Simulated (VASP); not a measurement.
Wanted: the native input for a VASP 6.6.1 run.

```
Task                   : band structure
Functional             : PBE
Potentials or basis    : VASP PAW PBE potentials, release 64 (Sn_d, S)
Cutoff                 : 520 eV
k mesh                 : 6 × 6 × 4
Occupations            : gaussian, width 0.03 eV
Spin                   : spin-orbit coupling, no magnetisation
Further INCAR settings : ALGO = Fast; EDIFF = 1e-06
```

The structure of SnS2 (Berndtite-2T) lies in POSCAR:

```
SnS2                                    
1.0
    3.6670894307      0.0000000000      0.0000000000
   -1.8335447154      3.1757926050      0.0000000000
    0.0000000000     -0.0000000000      5.8110411771
  Sn              S             
     1     2
Direct
     0.0000000000000000    0.0000000000000000    0.0000000000000000
     0.3333333332999970    0.6666666667000030    0.2543524691518261
     0.6666666667000030    0.3333333332999970    0.7456475308481739
```

One way to write it, as run:

INCAR

```
SYSTEM = SnS2
PREC = Accurate
ENCUT = 520
EDIFF = 1E-6
ISMEAR = 0
SIGMA = 0.03
LREAL = .False.
LASPH = .True.
NELM = 80
ALGO = Fast
ISIF = 2
LWAVE = .False.
LCHARG = .False.
MAGMOM = 0 0 0 0 0 0 0 0 0
LORBIT = 11
LSORBIT = .True.
GGA_COMPAT = .False.
GGA = PE
KPAR = 2
```

KPOINTS

```
regular mesh
0
Gamma
  6 6 4
  0 0 0
```

KPOINTS_OPT

```
explicit points
213
Reciprocal
 0.0000000000  0.0000000000  0.0000000000 1
 0.0357142857  0.0000000000  0.0000000000 1
 0.0714285714  0.0000000000  0.0000000000 1
 0.1071428571  0.0000000000  0.0000000000 1
 0.1428571429  0.0000000000  0.0000000000 1
 0.1785714286  0.0000000000  0.0000000000 1
[... 205 lines left out ...]
 0.5000000000  0.0000000000  0.0326872400 1
 0.5000000000  0.0000000000 -0.0326872400 1
```

Potentials or basis: VASP PAW PBE potentials, release 64 (Sn_d, S).

Launch:

```sh
$ cat potpaw_PBE.64/Sn_d/POTCAR potpaw_PBE.64/S/POTCAR > POTCAR
$ mpirun -np 2 vasp_ncl > vasp.out
```

Results of the run:

The pressure is 2.4 GPa. The largest force is 0.014 eV/Å and the valence electrons inside the program's atomic spheres are Sn 12.19; S 3.70.

Caveat: this functional lacks dispersion, which binds the layers, so the pressure and a relaxed spacing across them are unreliable.

Wall time 4.4 min on 2 MPI ranks on Intel(R) Xeon(R) 6975P-C (Granite Rapids), with other jobs on the host, peak memory 0.39 GiB a rank.
